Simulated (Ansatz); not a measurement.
The system is BaTiO3.

```xyz
5
Lattice="3.9998 0.0000 0.0000 0.0000 3.9998 0.0000 0.0000 0.0000 4.0180" Properties=species:S:1:pos:R:3 pbc="T T T"
Ba    0.0000    0.0000    0.0000
Ti    1.9999    1.9999    1.9688
O     0.0000    1.9999    2.0773
O     1.9999    0.0000    2.0773
O     1.9999    1.9999    0.0763
```

Base run:

```yaml
Program: Ansatz 0.2.0
Functional: revPBE
Potentials_or_basis: all-electron LAPW, scalar-relativistic
Cutoff: 400 eV (chosen from the basis error)
Basis_error_allowed: 0.002 eV/atom
k_mesh: 7 × 7 × 7
Occupations: fermi-dirac, width 0.05 eV
Spin: no spin polarisation
```

Its results: band gap on the k mesh 1.95 eV, indirect (least direct gap 2.11 eV); pressure 5.5 GPa; largest force 0.307 eV/Å.

**Question.** The run is repeated on the same cell with these changes: functional from revPBE to LDA. What comes out?

**Answer.** Band gap on the k mesh 1.84 eV, indirect (least direct gap 2.00 eV); pressure -8.5 GPa; largest force 0.415 eV/Å.

LDA binds more tightly than revPBE, so the same cell stands under less pressure.

Caveats: spin-orbit coupling is left out, which moves the levels of the heavy elements; the mesh misses the band edges, which the band path finds closer together.
